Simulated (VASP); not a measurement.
A VASP calculation is set up with these files.

INCAR:
```
SYSTEM = AlSb
PREC = Accurate
ENCUT = 400
EDIFF = 1E-6
NELM = 100
ALGO = Normal
LREAL = .FALSE.
LASPH = .TRUE.
ISMEAR = 0
SIGMA = 0.05
GGA = PE
LMAXMIX = 4
LWAVE = .FALSE.
LCHARG = .FALSE.
ISIF = 2
IBRION = 2
NSW = 2
EDIFFG = -0.01
```

### KPOINTS
```
Automatic mesh
0
Gamma
6 6 6
0 0 0
```

**POSCAR**
```
AlSb
1
    0.0000000000     3.1314000000     3.1314000000
    3.1314000000     0.0000000000     3.1314000000
    3.1314000000     3.1314000000     0.0000000000
Al Sb
1 1
Direct
 -0.0111771093   0.0111771093   0.0271444083
  0.2500000000   0.2500000000   0.2500000000
```

POTCAR, in this order: Al Sb (PBE.64 set). Program: vasp_std.

Output of the run:

**standard output**
```
 POSCAR found type information on POSCAR AlSb
 POSCAR found :  2 types and       2 ions
 Reading from existing POTCAR
 Reading from existing POTCAR
 LDA part: xc-table for (Slater+PW92), standard interpolation
 POSCAR, INCAR and KPOINTS ok, starting setup
 WAVECAR not read
 entering main loop
       N       E                     dE             d eps       ncg     rms          rms(c)
DAV:   1     0.129983888942E+02    0.12998E+02   -0.23838E+03  1800   0.566E+02
DAV:   2    -0.774763383689E+01   -0.20746E+02   -0.20302E+02  2320   0.797E+01
DAV:   3    -0.821194734344E+01   -0.46431E+00   -0.46431E+00  2344   0.152E+01
DAV:   4    -0.821483707295E+01   -0.28897E-02   -0.28897E-02  2712   0.143E+00
DAV:   5    -0.821484923214E+01   -0.12159E-04   -0.12159E-04  2408   0.731E-02    0.327E+00
DAV:   6    -0.815277169936E+01    0.62078E-01   -0.99807E-02  1904   0.148E+00    0.201E+00
DAV:   7    -0.813496511632E+01    0.17807E-01   -0.85833E-02  2048   0.155E+00    0.428E-01
DAV:   8    -0.813576016409E+01   -0.79505E-03   -0.71379E-03  1840   0.481E-01    0.968E-02
DAV:   9    -0.813609154155E+01   -0.33138E-03   -0.52681E-04  2400   0.156E-01    0.268E-02
DAV:  10    -0.813613726503E+01   -0.45723E-04   -0.39233E-05  2472   0.376E-02    0.132E-02
DAV:  11    -0.813616773790E+01   -0.30473E-04   -0.55142E-05  1952   0.486E-02    0.479E-03
DAV:  12    -0.813616825335E+01   -0.51544E-06   -0.66248E-07  2576   0.588E-03
   1 F= -.81361683E+01 E0= -.81361683E+01  d E =-.813617E+01
 curvature:   0.00 expect dE= 0.000E+00 dE for cont linesearch  0.000E+00
 trial: gam= 0.00000 g(F)=  0.878E-01 g(S)=  0.000E+00 ort = 0.000E+00 (trialstep = 0.100E+01)
 search vector abs. value=  0.878E-01
 bond charge predicted
       N       E                     dE             d eps       ncg     rms          rms(c)
DAV:   1    -0.818870045259E+01   -0.52533E-01   -0.10360E+00  2120   0.683E+00    0.244E-01
DAV:   2    -0.819209543369E+01   -0.33950E-02   -0.35884E-02  2344   0.141E+00    0.109E-01
DAV:   3    -0.819210845148E+01   -0.13018E-04   -0.41569E-04  2520   0.168E-01    0.660E-02
DAV:   4    -0.819212299740E+01   -0.14546E-04   -0.91883E-05  2112   0.662E-02    0.724E-03
DAV:   5    -0.819212490384E+01   -0.19064E-05   -0.68725E-06  2312   0.204E-02    0.267E-03
DAV:   6    -0.819212531262E+01   -0.40877E-06   -0.16305E-06  1816   0.839E-03
   2 F= -.81921253E+01 E0= -.81921253E+01  d E =-.559571E-01
 trial-energy change:   -0.055957  1 .order   -0.056197   -0.087774   -0.024620
 step:   1.4027(harm=  1.3898)  dis= 0.05900  next Energy=    -8.197067 (dE=-0.609E-01)
```

### OUTCAR
```
------------------------ aborting loop because EDIFF is reached ----------------------------------------
  FORCE on cell =-STRESS in cart. coord.  units (eV):
  Direction    XX          YY          ZZ          XY          YZ          ZX
  --------------------------------------------------------------------------------------
  Total       -0.2669957     -0.2578607     -0.2571221     -0.0588451      0.2234919      0.0837504
  in kB       -6.9657706     -6.7274446     -6.7081737     -1.5352362      5.8307800      2.1850027
  external PRESSURE =      -6.8004630 kB  Pullay stress =       0.0000000 kB
  volume of cell :       61.41
      direct lattice vectors                 reciprocal lattice vectors
     0.000000000  3.131400000  3.131400000    -0.159672990  0.159672990  0.159672990
     3.131400000  0.000000000  3.131400000     0.159672990 -0.159672990  0.159672990
     3.131400000  3.131400000  0.000000000     0.159672990  0.159672990 -0.159672990
 POSITION                                       TOTAL-FORCE (eV/Angst)
 -----------------------------------------------------------------------------------
      0.07794      3.16350      3.12613        -0.259844     -0.097213      0.068071
      1.60776      1.58360      1.57097         0.259844      0.097213     -0.068071
 -----------------------------------------------------------------------------------
    total drift:                                0.000036      0.000013      0.000030
  FREE ENERGIE OF THE ION-ELECTRON SYSTEM (eV)
  ---------------------------------------------------
  free  energy   TOTEN  =        -8.1921253126 eV

  energy  without entropy=       -8.1921253126  energy(sigma->0) =       -8.19212531
```
(Selected blocks of OUTCAR.)

Problem. Read the log: what went wrong, and how is it fixed?

Solution. The cause: NSW is too small for the relaxation to finish. The run did not converge; its last values are not results. Against the sound run, the energy per atom (σ→0) increases by 0.003 eV/atom; the pressure goes up by 0.02 GPa; the largest force rises by 0.283 eV/Å; the band gap falls by 0.13 eV. To mend it, set NSW = 40.

The mended run (PBE GGA, plane waves, VASP's PBE PAW potentials (set 64)) converges, and its OSZICAR ends with
```
   7 F= -.81978837E+01 E0= -.81978837E+01  d E =-.957987E-05
```

The compound is AlSb in the zinc blende structure. In the starting cell atoms are displaced from their ideal sites.
